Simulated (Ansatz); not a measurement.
The system is PtSe2 (Sudovikovite).

```xyz
3
Lattice="3.7240 0.0000 0.0000 -1.8620 3.2251 0.0000 0.0000 0.0000 5.0620" Properties=species:S:1:pos:R:3 pbc="T T T"
Pt    0.0000    0.0000    0.0000
Se    1.8620    1.0750    3.7965
Se    0.0000    2.1501    1.2655
```

Base run:

* Program: Ansatz 0.2.0
* Functional: PBE0
* Potentials or basis: Ansatz PAW
* Cutoff: 420 eV (not typed: the program's choice for these potentials)
* k mesh: 6 × 6 × 4
* Occupations: fermi-dirac, width 0.05 eV
* Spin: no spin polarisation

Its results: band gap on the k mesh 0.47 eV, indirect (least direct gap 1.92 eV); pressure 2.8 GPa; largest force 0.050 eV/Å.

**Question.** The run is repeated on the same cell with these changes: functional from PBE0 to HSE06. What comes out?

**Answer.** Band gap on the k mesh none (metal or under the smearing width); pressure 2.8 GPa; largest force 0.095 eV/Å.

Caveats: spin-orbit coupling is left out, which moves the levels of the heavy elements; the PAW data sets come from PBE, with cores solved anew for the run's functional, which leaves a small shift of forces and pressure; the thresholds are loose for stress.

A k mesh can miss the band edges.
